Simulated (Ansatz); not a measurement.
# Cd (I4/mmm) in Ansatz: notebook

Runs on Cd. Level: PBE. Tasks: single point.

All numbers are computed with Ansatz 0.2.0; they aren't measurements. Logs are shortened: lines on timing, memory, paths and dates and some standing lists are left out, and cuts for length are marked.

## (1) The cell of the first run

The structure is tetragonal, space group I4/mmm (No. 139). The conventional cell has a = 3.569 Å, b = 3.569 Å, c = 3.426 Å, α = 90.00°, β = 90.00°, γ = 90.00°. Around Cd (site symmetry 4/mmm) lie 10 Cd at 3.05 to 3.43 Å.

This isn't the form of Cd at room conditions, which is hcp.

## (2) Single point, PBE (strained by -4 %)

The input, input.yaml:

```yaml
crystal:
  lattice:
    - [-1.71294912, 1.784322, 1.784322]
    - [1.71294912, -1.784322, 1.784322]
    - [1.71294912, 1.784322, -1.784322]
  atoms:
    - { symbol: Cd, position: [0.0, 0.0, 0.0] }
hamiltonian:
  xc: pbe
  pseudopotentials: { kind: paw }
kpoints:
  mp_grid: { grid: [10, 10, 10] }
scf:
  occupations: { method: fermi_dirac, width: 0.05 }
output:
  forces: true
  stress: true
  eigenvalues: true
```

Potentials or basis: Ansatz PAW.

Started as:

```bash
$ ansatz run input.yaml --threads 2 --pin off --max-ram 5632MiB --backend cpu --events-out ev --progress --plain --runs-dir out
```

Standard output:

```text
Warning: RAYON_NUM_THREADS=2 ignored (pool sized by the plan → 2); use --threads N
Engine: ansatz 0.2.0, aarch64-unknown-linux-gnu
Pseudopotentials: kind: paw
Pseudopotential: Cd, paw, valence charge 20, recommended cutoff 420 eV (normal), Cd.paw.azcp
Functional definition: PBE
  parameter kappa = 0.804
  parameter beta = 0.06672455060314922
  exchange = pbe_x(kappa = kappa, mu = beta*pi^2/3)
  correlation = pbe_c(beta = beta)
Crystal: 1 atoms, lattice volume = 21.815 Å³
Basis set: ecut = 420 eV, 421 PW (Γ), exchange–correlation on 48×48×48 points (8 copies of the dense FFT grid, shifted against one another)
Bands: 14, of which v1, the nominal top of the filled ones, is band 10 counted from 1 (9 counted from 0)
Symmetry: 16 space group operations
Space group: I4/mmm (ITA 139), of the structure as read, at distance tolerance 2.8e-5 Å
k-points: 102 of 1000
Non-local potential: Cd, projectors of the file, l = 0: 3, l = 1: 2, l = 2: 2, l = 3: 1
PAW form: soft (Blöchl's): semilocal exchange-correlation on the pseudo side does not see the compensation charge
PAW one-centre angular grid: Cd, 590 points (default); XC on 64 Gauss nodes
Initial density: superposition of atomic densities (neutral atoms: chi_scale 0, normalization atom), corrected by the library's trained network
Initial wavefunctions: pseudopotential atomic-orbital guess
Functional: x = pbe(κ = 0.804, μ = 0.2195149727645171), c = pbe(β = 0.06672455060314922)
SCF iter   1: F=—  HF=-8254.392963 eV  |F-HF|=—  |Δ(HF+E_count)|=         —  Δρ=6.48e-4  dr2=7.66e-5  ethr=1.77e-3  ⟨swp⟩=5.6  Hψ=7307  notcnv=0
preconditioner: auto → none  [insulator: Δε(μ)=0.192 eV  Ē_g=16.585 eV  σ=0.050 eV  W_gap=0.62  n_scr=12 (ndim 8)  ℏωp=27.5 eV  f_vac=0.000  D(μ)=0.38/eV (n_scr^D=0)  ε∞_Penn≈3.8]
SCF iter   2: F=—  HF=-8254.393110 eV  |F-HF|=—  |Δ(HF+E_count)|=   1.46e-4  Δρ=2.99e-4  dr2=6.57e-6  ethr=3.83e-7  ⟨swp⟩=2.8  Hψ=3223  notcnv=0
SCF iter   3: F=—  HF=-8254.393115 eV  |F-HF|=—  |Δ(HF+E_count)|=   5.02e-6  Δρ=1.24e-4  dr2=1.60e-6  ethr=3.28e-8  ⟨swp⟩=2.1  Hψ=2182  notcnv=0
iter 4 did not close the SCF: its close was put off for the readings that it lacked (scf_convergence_deferred on its scf_iter line)
SCF iter   4: F=-8254.393117 eV  HF=-8254.393117 eV  |F-HF|=1.52e-8  |Δ(HF+E_count)|=   2.25e-6  Δρ=1.12e-5  dr2=1.30e-8  ethr=8.00e-9  ⟨swp⟩=2.0  Hψ=1940  notcnv=0
iter 5 did not close the SCF: its close was put off for the readings that it lacked (scf_convergence_deferred on its scf_iter line)
SCF iter   5: F=-8254.393117 eV  HF=-8254.393117 eV  |F-HF|=7.39e-10  |Δ(HF+E_count)|=   1.89e-8  Δρ=1.95e-6  dr2=7.54e-10  ethr=6.48e-11  ⟨swp⟩=2.0  Hψ=2042  notcnv=0
SCF iter   6: F=-8254.393117 eV  HF=-8254.393117 eV  |F-HF|=7.28e-12  |Δ(HF+E_count)|=  2.89e-10  Δρ=2.24e-7  dr2=8.70e-12  ethr=3.77e-12  ⟨swp⟩=1.8  Hψ=3936  notcnv=0
SCF 1 converged in 6 iterations: F = -8254.393117 eV  dr2 = 8.70e-12
SCF converged after 6 iterations
Free energy (F): -8254.393117 eV
Harris-Foulkes:  -8254.393117 eV  (|F-HF|=7.28e-12)
Internal energy: -8254.390015 eV  (E = F + TS)
E sigma→0 (E₀):  -8254.391566 eV
Entropy (-TS):   -0.003102 eV (-3.102 meV/atom)
Fermi energy:    14.577919 eV
--- Per-component energies (eV) ---
  E_band       = -397.015519
  E_kinetic    = 505.115226
  E_local      = -2936.947082  (includes V_loc(G=0)·N_el)
  E_nonlocal   = 32.084071
  E_hartree    = 1381.750101
  E_xc         = -177.255325
  E_vxc        = -222.344187  (∫ρ·V_xc dr)
  E_paw        = -4082.115974  (= ΣΔE_a)
  E_vpaw       = -538.423566  (= ΣTr[D̂ρ^β])
  E_aug_tail   = 0.000013  (compensation charges beyond the density's cutoff)
  E_ewald      = -2977.021046
  E_smearing   = -0.003102  (= −TS)
  E_closure    = 0.000000  (closes the sum)
  Σ components = -8254.393117   (vs F -8254.393117, Δ=0.00e0)
--- Forces (eV/Å), atoms counted from 1 ---
  atom   1  Cd     0.00000000    -0.00000000     0.00000000
  max |Σ_I F_I| component: 1.23e-32 eV/Å
--- Stress (GPa, compression-positive) ---
        2.342310      -0.000000      -0.000000
       -0.000000       3.423751       0.000000
       -0.000000      -0.000000       3.423751
  P = ⅓ Tr σ = 3.0633 GPa (30.633 kbar)
--- Band table (eV; the first three rows and the last of 102) ---
  k-point 0: bands = ["-88.5303", "-49.5633", "-49.5633", "-49.5617", "5.1803", "5.2701", "5.2701", "5.6667", "5.8386", "5.9290", "28.9949", "28.9949", "29.7203", "30.7724"]
  k-point 1: bands = ["-88.5300", "-49.5662", "-49.5647", "-49.5623", "5.1795", "5.2669", "5.3318", "5.8325", "5.8909", "5.9727", "27.5513", "28.4562", "28.6840", "29.5042"]
  k-point 2: bands = ["-88.5292", "-49.5752", "-49.5684", "-49.5624", "5.1006", "5.1878", "5.5807", "5.8157", "5.8856", "6.8670", "23.6296", "26.7880", "27.0622", "28.6348"]
  k-point 101: bands = ["-88.5248", "-49.5937", "-49.5937", "-49.5891", "4.7285", "4.7364", "6.2143", "6.2143", "6.2426", "17.5866", "17.5866", "18.6011", "20.2469", "22.3027"]
```

It took 0.8 s on 2 threads of Arm Neoverse V2, shared host; peak memory 0.28 GiB.

Results:

```
Free energy            : -8254.3931 eV
Pressure               : 3.1 GPa
Band gap on the k mesh : none (metal or under the smearing width)
```

Stress tensor (GPa, compression positive):
```
2.34 0.00 0.00
0.00 3.42 0.00
0.00 0.00 3.42
```

## (3) Single point, PBE (strained by -2 %)

The input, input.yaml:

```yaml
crystal:
  lattice:
    - [-1.74863556, 1.784322, 1.784322]
    - [1.74863556, -1.784322, 1.784322]
    - [1.74863556, 1.784322, -1.784322]
  atoms:
    - { symbol: Cd, position: [0.0, 0.0, 0.0] }
hamiltonian:
  xc: pbe
  pseudopotentials: { kind: paw }
kpoints:
  mp_grid: { grid: [10, 10, 10] }
scf:
  occupations: { method: fermi_dirac, width: 0.05 }
output:
  forces: true
  stress: true
  eigenvalues: true
  write_density: true
  write_potential: true
  elf: true
  volumetric_format: npy
```

Potentials or basis: Ansatz PAW.

Started as:

```bash
$ ansatz run input.yaml --threads 2 --pin off --max-ram 5632MiB --backend cpu --events-out ev --progress --plain --runs-dir out
```

Standard output:

```text
Warning: RAYON_NUM_THREADS=2 ignored (pool sized by the plan → 2); use --threads N
Engine: ansatz 0.2.0, aarch64-unknown-linux-gnu
Pseudopotentials: kind: paw
Pseudopotential: Cd, paw, valence charge 20, recommended cutoff 420 eV (normal), Cd.paw.azcp
Functional definition: PBE
  parameter kappa = 0.804
  parameter beta = 0.06672455060314922
  exchange = pbe_x(kappa = kappa, mu = beta*pi^2/3)
  correlation = pbe_c(beta = beta)
Crystal: 1 atoms, lattice volume = 22.269 Å³
Basis set: ecut = 420 eV, 429 PW (Γ), exchange–correlation on 48×48×48 points (8 copies of the dense FFT grid, shifted against one another)
Bands: 14, of which v1, the nominal top of the filled ones, is band 10 counted from 1 (9 counted from 0)
Symmetry: 16 space group operations
Space group: I4/mmm (ITA 139), of the structure as read, at distance tolerance 2.8e-5 Å
k-points: 102 of 1000
Non-local potential: Cd, projectors of the file, l = 0: 3, l = 1: 2, l = 2: 2, l = 3: 1
PAW form: soft (Blöchl's): semilocal exchange-correlation on the pseudo side does not see the compensation charge
PAW one-centre angular grid: Cd, 590 points (default); XC on 64 Gauss nodes
[... 28 lines left out ...]
  E_vxc        = -222.172163  (∫ρ·V_xc dr)
  E_paw        = -4082.184849  (= ΣΔE_a)
  E_vpaw       = -538.557235  (= ΣTr[D̂ρ^β])
  E_aug_tail   = 0.000013  (compensation charges beyond the density's cutoff)
  E_ewald      = -2956.715538
  E_smearing   = -0.003593  (= −TS)
  E_closure    = -0.000000  (closes the sum)
  Σ components = -8254.397544   (vs F -8254.397544, Δ=0.00e0)
--- Forces (eV/Å), atoms counted from 1 ---
  atom   1  Cd    -0.00000000    -0.00000000    -0.00000000
  max |Σ_I F_I| component: 2.11e-31 eV/Å
--- Stress (GPa, compression-positive) ---
        0.740021      -0.000000      -0.000000
       -0.000000       2.627600       0.000000
       -0.000000       0.000000       2.627600
  P = ⅓ Tr σ = 1.9984 GPa (19.984 kbar)
--- Band table (eV; the first three rows and the last of 102) ---
  k-point 0: bands = ["-88.8734", "-49.9084", "-49.9073", "-49.9073", "4.8839", "4.9245", "4.9245", "5.4349", "5.5130", "5.5561", "28.7153", "28.7153", "29.0451", "30.1199"]
  k-point 1: bands = ["-88.8732", "-49.9112", "-49.9086", "-49.9077", "4.8698", "4.9255", "4.9980", "5.4988", "5.5351", "5.7216", "26.8901", "28.0974", "28.4361", "28.8405"]
  k-point 2: bands = ["-88.8725", "-49.9195", "-49.9119", "-49.9077", "4.7897", "4.8605", "5.2431", "5.4579", "5.5366", "6.6002", "22.9963", "26.3962", "26.6180", "28.1877"]
  k-point 101: bands = ["-88.8685", "-49.9348", "-49.9348", "-49.9344", "4.4311", "4.4358", "5.8511", "5.8511", "5.8660", "17.3502", "17.3502", "17.8404", "19.7668", "21.9733"]
```

Wall time 1.1 s (2 threads of Arm Neoverse V2, shared host); peak memory 0.29 GiB.

What came out:

- Free energy: -8254.3975 eV
- Pressure: 2.0 GPa
- Band gap on the k mesh: none (metal or under the smearing width)

Stress tensor (GPa, compression positive):
```
0.74 0.00 0.00
0.00 2.63 0.00
0.00 0.00 2.63
```

Levels at points of the mesh, in eV from the Fermi level:
```
              k point  band 8  band 9  band 10  band 11  band 12  band 13
   (0.00, 0.00, 0.00)   -8.82   -8.74    -8.70    14.46    14.46    14.79
  (0.00, 0.00, -0.50)   -8.68   -8.29    -2.16    -1.00     8.94     9.49
 (0.00, -0.50, -0.50)   -8.71   -8.30    -2.25    -1.18     9.30     9.85
(-0.50, -0.50, -0.50)   -8.40   -8.39     3.09     3.09     3.58     5.51
```

## (4) Single point, PBE (strained by -1 %)

The input, input.yaml:

```yaml
crystal:
  lattice:
    - [-1.76647878, 1.784322, 1.784322]
    - [1.76647878, -1.784322, 1.784322]
    - [1.76647878, 1.784322, -1.784322]
  atoms:
    - { symbol: Cd, position: [0.0, 0.0, 0.0] }
hamiltonian:
  xc: pbe
  pseudopotentials: { kind: paw }
kpoints:
  mp_grid: { grid: [10, 10, 10] }
scf:
  occupations: { method: fermi_dirac, width: 0.05 }
output:
  forces: true
  stress: true
  eigenvalues: true
```

Started as:

```bash
$ ansatz run input.yaml --threads 2 --pin off --max-ram 5632MiB --backend cpu --events-out ev --progress --plain --runs-dir out
```

It took 0.8 s on 2 threads of Arm Neoverse V2, shared host; peak memory 0.28 GiB.

The run converged. Its results:

| Item | Value |
| --- | --- |
| Free energy | -8254.3984 eV |
| Pressure | 1.6 GPa |
| Band gap on the k mesh | none (metal or under the smearing width) |

Stress tensor (GPa, compression positive):
```
0.60 0.00 0.00
0.00 2.03 0.00
0.00 0.00 2.03
```

Levels at points of the mesh, in eV from the Fermi level:
| k point | band 6 | band 7 | band 8 | band 9 | band 10 | band 11 | band 12 | band 13 | band 14 |
| --- | --- | --- | --- | --- | --- | --- | --- | --- | --- |
| (0.00, 0.00, 0.00) | -9.32 | -9.32 | -8.76 | -8.73 | -8.71 | 14.48 | 14.48 | 14.64 | 15.74 |
| (0.00, 0.00, -0.50) | -9.65 | -8.74 | -8.69 | -8.30 | -2.15 | -1.06 | 8.92 | 9.50 | 13.27 |
| (0.00, -0.50, -0.50) | -9.62 | -8.76 | -8.70 | -8.31 | -2.19 | -1.15 | 9.10 | 9.68 | 13.44 |
| (-0.50, -0.50, -0.50) | -9.79 | -8.41 | -8.41 | -8.40 | 3.15 | 3.15 | 3.39 | 5.43 | 7.73 |

## (5) Summary

```tsv
cell	gap on the mesh (eV)	pressure (GPa)
strained by -4 %	none	3.1
strained by -2 %	none	2.0
strained by -1 %	none	1.6
```

Alike in all rows: task single point; level PBE; potentials or basis Ansatz PAW; no spin polarisation; k mesh 10 × 10 × 10; cutoff (eV) 420; smearing fermi-dirac 0.05 eV.

Total energies depend on the potentials used, so only differences within one code and one set of settings carry meaning.
